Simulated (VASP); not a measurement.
Input of a VASP 6.6.1 run:

INCAR

```
PREC     = Accurate       # precision mode
ENCUT    = 520            # plane-wave cutoff, eV
EDIFF    = 1E-7           # SCF threshold, eV
ISMEAR   = 0              # smearing method
SIGMA    = 0.1            # smearing width, eV
LREAL    = False          # projectors in reciprocal space
LASPH    = True           # aspherical terms in the spheres
NELM     = 80             # most SCF steps
ALGO     = Normal         # electronic algorithm
ISIF     = 2              # what is computed and relaxed
LWAVE    = False          # write WAVECAR
LCHARG   = True           # write CHGCAR
LDIPOL   = True         
IDIPOL   = 3            
DIPOL    = 0.5 0.5 0.307
GGA      = PE             # functional
LELF     = True           # ELF
LVHAR    = True         
LVACPOTAV= True         
NBANDS   = 28             # bands
```

Contents of KPOINTS:

```
regular mesh
0
Gamma
  9 9 1
```

POSCAR

```
W
1.0
    2.8545944806      0.0000000000      0.0000000000
    0.0000000000      2.8545944806      0.0000000000
    0.0000000000      0.0000000000     19.4438254565
W
3
Direct
    0.5000000000      0.5000000000      0.2057208346
    0.0000000000      0.0000000000      0.3071090611
    0.5000000000      0.5000000000      0.4085526006
```

Potentials or basis: VASP PAW PBE potentials, release 64 (W_sv).

Launch:

```bash
$ cat potpaw_PBE.64/W_sv/POTCAR > POTCAR
$ mpirun -np 1 vasp_std > vasp.out
```

Problem. Predict the work function of the upper face.

Solution. 4.69 eV.

Problem. Predict the work function of the lower face.

Solution. 4.68 eV.

Problem. Predict the largest force.

Solution. 0.159 eV/Å.

Forces in eV/Å, atoms in the order of the input:
```
W    0.000  0.000 -0.159
W    0.000  0.000  0.006
W    0.000  0.000  0.153
```

Spin-orbit coupling is left out, which matters for the levels of W.
